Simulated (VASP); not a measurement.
The system is Cu.

```
CELL_PARAMETERS angstrom
0.00000 1.80750 1.80750
1.80750 0.00000 1.80750
1.80750 1.80750 0.00000
ATOMIC_POSITIONS crystal
Cu 0.00000 0.00000 0.00000
```

| Property | Result |
| --- | --- |
| Program | VASP 6.6.1 |
| Task | relaxation of cell and atoms |
| Functional | PBEsol |
| Dispersion | D3 |
| Potentials or basis | VASP PAW PBE potentials, release 64 (Cu) |
| Cutoff | 600 eV |
| k mesh | 13 × 13 × 13 |
| Occupations | fermi-dirac, width 0.05 eV |
| Spin | no spin polarisation |

At the start: pressure -12.5 GPa; volume 11.81 Å³/atom.

Task: How do energy, volume and symmetry change on relaxing?

Result: Over 3 steps the energy falls by 40.3 meV/atom and the volume is 10.87 Å³/atom (-8.0 %); space group Fm-3m (No. 225, to 0.05 Å).

The path:
```csv
step,energy change (eV),largest force (eV/Å),pressure (GPa),volume (Å³)
1,0.0000,0.0000,-12.50,11.81
2,-0.0221,0.0000,11.06,10.30
3,-0.0403,0.0000,-0.05,10.87
```

Final structure:
```yaml
crystal:
  lattice:
    - [0.00000, 1.75794, 1.75794]
    - [1.75794, 0.00000, 1.75794]
    - [1.75794, 1.75794, 0.00000]
  atoms:
    - { symbol: Cu, position: [0.00000, 0.00000, 0.00000] }
```

Caveat: the PAW data sets were made with another functional, which shifts forces and pressure a little; pairwise dispersion overbinds metals, which lowers pressure and volume.
